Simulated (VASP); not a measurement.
PbS (Galena), 2 atoms in the cell. It takes space group Fm-3m (No. 225, cubic). The conventional cell has a = 5.931 Å, b = 5.931 Å, c = 5.931 Å, α = 90.00°, β = 90.00°, γ = 90.00°. Around Pb (site symmetry m-3m) lie 6 S at 2.97 Å. S (site symmetry m-3m) has 6 Pb at 2.97 Å as nearest neighbours. 

* Program: VASP 6.6.1
* Task: density of states
* Functional: PBEsol
* Potentials or basis: VASP PAW PBE potentials, release 64 (Pb_d, S)
* Cutoff: 520 eV
* k mesh: 8 × 8 × 8
* Occupations: gaussian, width 0.02 eV
* Spin: no spin polarisation
* k mesh for the DOS: 12 × 12 × 12
* Occupations for the DOS: tetrahedron
* Further INCAR settings: ALGO = Fast; EDIFF = 1e-06; NBANDS = 17

Potentials or basis: VASP PAW PBE potentials, release 64 (Pb_d, S).

Run with:

```sh
$ cat potpaw_PBE.64/Pb_d/POTCAR potpaw_PBE.64/S/POTCAR > POTCAR
$ cp INCAR.step1 INCAR
$ cp KPOINTS.step1 KPOINTS
$ mpirun -np 1 vasp_std > vasp.out
$ cp INCAR.step2 INCAR
$ cp KPOINTS.step2 KPOINTS
$ mpirun -np 1 vasp_std > vasp.out
```

Hardware: 1 thread of Intel(R) Xeon(R) Platinum 8488C (Sapphire Rapids), with other jobs on the host.

**Question.** How long does it take, and how much memory?

**Answer.** Run time: 52 s on 1 thread of Intel(R) Xeon(R) Platinum 8488C (Sapphire Rapids), on a shared host, peak memory 0.2 GiB. Counts: scf iterations 10, k points 72.
